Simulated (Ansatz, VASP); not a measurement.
**Cd: VASP beside Ansatz**

```xyz
1
Lattice="1.6080 0.9284 2.4493 -1.6080 0.9284 2.4493 0.0000 -1.8568 2.4493" Properties=species:S:1:pos:R:3 pbc="T T T"
Cd    0.0000    0.0000    0.0000
```

This isn't the form of Cd at room conditions, which is hcp.

Alike in both runs: task single point; functional PBE; k mesh 10 × 10 × 10; occupations gaussian, width 0.02 eV; no spin polarisation.

|  | VASP | Ansatz |
| --- | --- | --- |
| version | VASP 6.6.1 | Ansatz 0.2.0 |
| potentials or method | VASP PAW PBE potentials, release 54 (Cd) | Ansatz PAW |
| plane-wave cutoff (eV) | 520 | 420 |
| valence electrons in the cell | 12 | 20 |

VASP gave:

| Quantity | Value |
| --- | --- |
| gap on the k mesh at the Fermi level (eV) | none |
| pressure (GPa) | 2.4 |
| largest component of the traceless stress (GPa) | 0.71 |

**Question.** Which values does Ansatz return?

**Answer.** gap on the k mesh at the Fermi level (eV): none; pressure (GPa): 2.1; largest component of the traceless stress (GPa): 0.67.

A gap of «none» marks a metal or a gap that the smearing closes. The two sets of potentials don't hold the same shells in valence.
